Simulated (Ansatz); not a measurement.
ZnO, DFT, LDA, all-electron LAPW, scalar-relativistic (Ansatz 0.2.0), run on 1 thread of Arm Neoverse V1 on a shared host.

The geometry is COD entry 9004178, unchecked; take it as a test cell. The listed cell was then made from it by scaling, straining or moving an atom.

Command: `ansatz run input.yaml --threads 1 --pin off --max-ram 4096MiB --backend cpu --events-out ev --progress --plain --runs-dir out`

```yaml
crystal:
  lattice:
    - [3.1830658516, 0.0, 0.0]
    - [-1.5915329258, 2.7566158894, 0.0]
    - [0.0, 0.0, 5.0975701925]
  atoms:
    - { symbol: Zn, position: [0.3333333333, 0.6666666667, 0.0] }
    - { symbol: Zn, position: [0.6666666667, 0.3333333333, 0.5] }
    - { symbol: O, position: [0.3333333333, 0.6666666667, 0.3821] }
    - { symbol: O, position: [0.6666666667, 0.3333333333, 0.8821] }
kpoints:
  mp_grid: { grid: [8, 8, 5] }
  band_path:
    path:
      - [0.0, 0.0, 0.0]
      - [0.5, 0.0, 0.0]
      - [0.3333333333, 0.3333333333, 0.0]
      - [0.0, 0.0, 0.0]
      - [0.0, 0.0, 0.5]
      - [0.5, 0.0, 0.5]
      - [0.3333333333, 0.3333333333, 0.5]
      - [0.0, 0.0, 0.5]
      - [0.5, 0.0, 0.5]
    npoints: 5
scf:
  occupations: { method: fermi_dirac, width: 0.01 }
hamiltonian:
  xc: lda
  pseudopotentials: { kind: all_electron, lapw: { basis_error: 0.0005 } }
output:
  forces: true
  stress: true
  eigenvalues: true
```

How large is the problem that the program sets up?

30 irreducible k-points, 1087 plane waves at Γ, 34 bands.

Estimate the wall time and the peak memory.

68 s of wall time for 9 SCF iterations, with a peak of 0.41 GiB. Times on shared machines scatter by tens of per cent.
